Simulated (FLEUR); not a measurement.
# Hf in FLEUR: single point with PBE

Aim: the single point of Hf with PBE.

Everything below comes from runs of FLEUR MaX-R8.1 (later development tree). Logs are shortened: lines on timing, memory, paths and dates and some standing lists are left out, and cuts for length are marked.

**1. The cell of the first run**

The cell holds a slab with vacuum, 5 atoms: a = 3.140 Å, b = 3.140 Å, c = 25.254 Å, α = 90.00°, β = 90.00°, γ = 120.00°.

**2. Single point, PBE (the (1 1 1) slab of Hf, cut from the database cell, not relaxed)**

The input, inp.xml:

```xml
<?xml version="1.0" encoding="UTF-8" standalone="no"?>
<fleurInput fleurInputVersion="0.39">
   <comment>
      Hf                                                                                                  
   </comment>
   <calculationSetup>
      <cutoffs Kmax="3.8" Gmax="11.8" GmaxXC="11.8" numbands="0"/>
      <scfLoop itmax="90" minDistance="0.0001" maxIterBroyd="40" imix="Anderson" alpha="0.05" precondParam="0.8" spinf="2.0" sdNocoIR="T"/>
      <coreElectrons ctail="T" frcor="F" kcrel="0" coretail_lmax="0"/>
      <xcFunctional name="pbe" relativisticCorrections="F"/>
      <magnetism jspins="1"/>
      <soc l_soc="F" theta="0.0" phi="0.0" spav="F"/>
      <expertModes spex="0" secvar="F"/>
      <geometryOptimization l_f="T" forcealpha="1.0" forcemix="BFGS" epsdisp="0.0005" epsforce="0.0002"/>
      <ldaU l_linMix="F" mixParam="0.05" spinf="1.0"/>
   </calculationSetup>
   <cell>
      <bzIntegration valenceElectrons="130.0" mode="hist" fermiSmearingEnergy="0.00183747">
         <kPointListSelection listName="default-1"/>
         <!-- k-points included here -->
         <xi:include xmlns:xi="http://www.w3.org/2001/XInclude" href="kpts.xml"> </xi:include>
      </bzIntegration>
      <!-- symmetry operations included here -->
      <xi:include xmlns:xi="http://www.w3.org/2001/XInclude" href="sym.xml"> </xi:include>
      <filmLattice scale="1.0" dVac="25.5" dTilda="28.0">
         <bravaisMatrixFilm>
            <row-1>    5.9328974184277126     0.0000000000000000</row-1>
            <row-2>   -2.9664487091193701     5.1380398823737554</row-2>
         </bravaisMatrixFilm>
         <vacuumEnergyParameters vacuum="1" spinUp="-.25" spinDown="-.25"/>
      </filmLattice>
   </cell>
   <atomSpecies>
      <species name="Hafnium (Hf)" element="Hf" atomicNumber="72">
         <mtSphere radius="2.66" gridPoints="879" logIncrement="0.015"/>
         <atomicCutoffs lmax="11" lnonsphr="8"/>
         <electronConfig flipSpins="F">
            <coreConfig>(1s1/2) (2s1/2) (2p1/2) (2p3/2) (3s1/2) (3p1/2) (3p3/2) (4s1/2) (3d3/2) (3d5/2) (4p1/2) (4p3/2) (4d3/2) (4d5/2)</coreConfig>
            <valenceConfig>(5s1/2) (5p1/2) (5p3/2) (6s1/2) (4f5/2) (4f7/2) (5d3/2) (5d5/2)</valenceConfig>
            <stateOccupation state="(5d3/2)" spinUp="0.400000" spinDown="0.400000"/>
            <stateOccupation state="(5d5/2)" spinUp="0.600000" spinDown="0.600000"/>
         </electronConfig>
         <energyParameters s="6" p="6" d="5" f="4"/>
         <lo type="SCLO" l="0" n="5" eDeriv="0"/>
         <lo type="SCLO" l="1" n="5" eDeriv="0"/>
         <lo type="SCLO" l="2" n="5" eDeriv="2"/>
         <lo type="SCLO" l="3" n="4" eDeriv="2"/>
      </species>
   </atomSpecies>
   <atomGroups>
      <atomGroup species="Hafnium (Hf)">
         <filmPos label="                   1">-1.000/3.000 1.000/3.000 -9.6883808905</filmPos>
         <filmPos label="                   5">1.000/3.000 -1.000/3.000 9.6883809382</filmPos>
         <force calculate="T" relaxXYZ="TTT"/>
      </atomGroup>
      <atomGroup species="Hafnium (Hf)">
         <filmPos label="                   2">1.000/3.000 -1.000/3.000 -4.8441904333</filmPos>
         <filmPos label="                   4">-1.000/3.000 1.000/3.000 4.8441904810</filmPos>
         <force calculate="T" relaxXYZ="TTT"/>
      </atomGroup>
      <atomGroup species="Hafnium (Hf)">
         <filmPos label="                   3">.0000000000 .0000000000 .0000000239</filmPos>
         <force calculate="T" relaxXYZ="TTT"/>
      </atomGroup>
   </atomGroups>
   <output dos="F" band="F" slice="F">
      <checks vchk="F" cdinf="F"/>
      <bandDOS minEnergy="-.5*Htr" maxEnergy="0.5*Htr" sigma="0.015" storeEVData="T"/>
      <vacuumDOS vacdos="F" integ="F" star="F" nstars="0" locx1="0.0" locy1="0.0" locx2="0.0" locy2="0.0" nstm="0" tworkf="0.0"/>
      <unfoldingBand unfoldBand="F" supercellX="1" supercellY="1" supercellZ="1"/>
      <plotting iplot="0" polar="F">
         <plot TwoD="T" vec1="  1.0  0.0  0.0" vec2="  0.0  1.0  0.0" vec3="  0.0  0.0  1.0" zero="  0.0  0.0 -0.5" file="plot"/>
      </plotting>
      <chargeDensitySlicing numkpt="0" minEigenval="0.0" maxEigenval="0.0" nnne="0" pallst="F"/>
      <specialOutput eonly="F"/>
      <moessbauerParams electricFieldGradient="T" isomerShift="T" coreHyperfine="T" valenceHyperfine="T"/>
      <magneticCircularDichroism mcd="F" energyLo="-10.0" energyUp="0.0"/>
   </output>
  <!-- We include the file relax.xml here to enable relaxations (see documentation) -->
  <xi:include xmlns:xi="http://www.w3.org/2001/XInclude" href="relax.xml"> <xi:fallback/> </xi:include>
</fleurInput>
```

The input, crystal.txt:

```
Hf
&input film=T /
3.1395541085  0.0000000000  0.0000000000
-1.5697770542  2.7189336145  0.0000000000
0.0000000000  0.0000000000  25.2537407808
1.8897261246
1.0 1.0 1.0

5
72 0.6666666667  0.3333333333  -9.6883808905
72 0.3333333333  0.6666666667  -4.8441904333
72 0.0000000000  0.0000000000  0.0000000239
72 0.6666666667  0.3333333333  4.8441904810
72 0.3333333333  0.6666666667  9.6883809382

&kpt div1=10 div2=10 div3=1 gamma=T /
```

Potentials or basis: all-electron, FLAPW.

Launch:

```console
inpgen -f crystal.txt -profile fastHighL
# inp.xml edited to the form shown
mpirun -n 4 fleur_MPI
```

Log:

```text
Welcome to FLEUR        (www.flapw.de)
      MaX-Release 8.1          (www.max-centre.eu)

 ========== k-point set info ==========
 Selected k-point list: default-1
 k-point list type: mesh
 10 x 10 x 1
 Number of k points: 14

 ------------Calculation Setup---------------------------
 Number of MPI-tasks      :            4
 Number of PE/node        :            4
 Number of OMP-threads    :            1
 k-points in parallel     :            2
 pe's per k-point         :            2
 No of k-point loops      :            7
 Eigenvalue solver        :    scalapack
 Number of basis functions:          955
 Approximate size of matrices (H+S) per k-point:         0.014 GB
 --------------------------------------------------------
 Iteration:     1   Distance:      11.84994776 me/bohr^3
 Iteration:     2   Distance:      10.72110681 me/bohr^3
 Iteration:     3   Distance:       6.69050029 me/bohr^3
 Iteration:     4   Distance:       5.91069027 me/bohr^3
 Iteration:     5   Distance:       2.92542677 me/bohr^3
 Iteration:     6   Distance:       2.46961353 me/bohr^3
 Iteration:     7   Distance:       1.19022585 me/bohr^3
 Iteration:     8   Distance:       1.15699337 me/bohr^3
 Iteration:     9   Distance:       0.53406207 me/bohr^3
 Iteration:    10   Distance:       0.45513707 me/bohr^3
[... 10 lines left out ...]
 Iteration:    21   Distance:       0.00949548 me/bohr^3
 Iteration:    22   Distance:       0.00357887 me/bohr^3
 Iteration:    23   Distance:       0.00314135 me/bohr^3
 Iteration:    24   Distance:       0.00108369 me/bohr^3
 Iteration:    25   Distance:       0.00097496 me/bohr^3
 Iteration:    26   Distance:       0.00057073 me/bohr^3
 Iteration:    27   Distance:       0.00015388 me/bohr^3
 Iteration:    28   Distance:       0.00017302 me/bohr^3
 Iteration:    29   Distance:       0.00016229 me/bohr^3
 Iteration:    30   Distance:       0.00006647 me/bohr^3

 Reset of history

 ********************************************************************
 Run finished successfully
 Stop message:
   Structural relaxation: new displacements generated
 ********************************************************************
```

Wall time 2.8 min (4 MPI ranks of Arm Neoverse V1, shared host).

Results:

```yaml
Free_energy: -2054163.1559 eV
Largest_force: 0.676 eV/Å
Band_gap_on_the_k_mesh: none (metal or under the smearing width)
Valence_electrons_inside_the_program's_atomic_spheres: Hf 24.01, 24.10, 24.11 (radii Hf 2.66 bohr)
Work_function_of_the_upper_face: 4.38 eV
Work_function_of_the_lower_face: 4.38 eV
```

Forces in eV/Å, atoms in the order of the input:
```
Hf   0.000  0.000  0.468
Hf   0.000  0.000 -0.676
Hf   0.000  0.000  0.000
Hf   0.000  0.000  0.676
Hf   0.000  0.000 -0.468
```

Core levels (eV from the Fermi level):
| atom | levels |
| --- | --- |
| 1 Hf | 1s1/2 -65197.0, 2s1/2 -11138.8, 2p1/2 -10637.2, 2p3/2 -9445.2, 3s1/2 -2534.3, 3p1/2 -2312.1, 3p3/2 -2056.7, 4s1/2 -506.8, 3d3/2 -1681.1, 3d5/2 -1625.4, 4p1/2 -415.8, 4p3/2 -357.4, 4d3/2 -207.9, 4d5/2 -197.2 |
| 2 Hf | 1s1/2 -65196.6, 2s1/2 -11138.4, 2p1/2 -10636.7, 2p3/2 -9444.8, 3s1/2 -2533.9, 3p1/2 -2311.7, 3p3/2 -2056.3, 4s1/2 -506.4, 3d3/2 -1680.7, 3d5/2 -1625.0, 4p1/2 -415.4, 4p3/2 -356.9, 4d3/2 -207.5, 4d5/2 -196.8 |
| 3 Hf | 1s1/2 -65196.5, 2s1/2 -11138.4, 2p1/2 -10636.7, 2p3/2 -9444.7, 3s1/2 -2533.9, 3p1/2 -2311.7, 3p3/2 -2056.2, 4s1/2 -506.3, 3d3/2 -1680.7, 3d5/2 -1625.0, 4p1/2 -415.3, 4p3/2 -356.9, 4d3/2 -207.5, 4d5/2 -196.8 |
| 4 Hf | 1s1/2 -65196.6, 2s1/2 -11138.4, 2p1/2 -10636.7, 2p3/2 -9444.8, 3s1/2 -2533.9, 3p1/2 -2311.7, 3p3/2 -2056.3, 4s1/2 -506.4, 3d3/2 -1680.7, 3d5/2 -1625.0, 4p1/2 -415.4, 4p3/2 -356.9, 4d3/2 -207.5, 4d5/2 -196.8 |
| 5 Hf | 1s1/2 -65197.0, 2s1/2 -11138.8, 2p1/2 -10637.2, 2p3/2 -9445.2, 3s1/2 -2534.3, 3p1/2 -2312.1, 3p3/2 -2056.7, 4s1/2 -506.8, 3d3/2 -1681.1, 3d5/2 -1625.4, 4p1/2 -415.8, 4p3/2 -357.4, 4d3/2 -207.9, 4d5/2 -197.2 |
